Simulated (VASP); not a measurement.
A run of VASP 6.6.1:

File INCAR:

```
SYSTEM = CoSn
PREC = Accurate
ENCUT = 600
EDIFF = 1E-7
ISMEAR = 1
SIGMA = 0.1
LREAL = .False.
LASPH = .True.
NELM = 80
ALGO = Normal
ISIF = 3
LWAVE = .False.
LCHARG = .False.
GGA = CA
IBRION = 2
NSW = 90
EDIFFG = -0.005
KPAR = 2
```

The input KPOINTS:

```
regular mesh
0
Gamma
  9 9 9
  0 0 0
```

Contents of POSCAR:

```
CoSn                                    
1.0
    5.1771713181      0.0000000000      0.0000000000
   -2.5885856590      4.4835618812     -0.0000000000
    0.0000000000      0.0000000000      4.1241263144
  Co              Sn            
     3     3
Direct
     0.0000000000000000    0.5000000000000000    1.0000000000000000
     0.5000000000000000    0.5000000000000000    1.0000000000000000
     0.5000000000000000    1.0000000000000000    1.0000000000000000
     0.6666666699999979    0.3333333300000021    0.5000000000000000
     0.3333333300000021    0.6666666699999979    0.5000000000000000
     0.0000000000000000    1.0000000000000000    1.0000000000000000
```

Potentials or basis: VASP PAW LDA potentials, release 64 (Co, Sn_d).

Command:

```console
$ cat potpaw_LDA.64/Co/POTCAR potpaw_LDA.64/Sn_d/POTCAR > POTCAR
$ mpirun -np 2 vasp_std > vasp.out
```

Hardware: 2 MPI ranks on Intel(R) Xeon(R) 6975P-C (Granite Rapids) (shared host).

Problem. Estimate the wall time of this run.

Solution. Wall time 3.6 min on 2 MPI ranks on Intel(R) Xeon(R) 6975P-C (Granite Rapids), on a shared host, peak memory 0.34 GiB a rank. Counts: scf iterations 22, k points 60, ion steps 2.
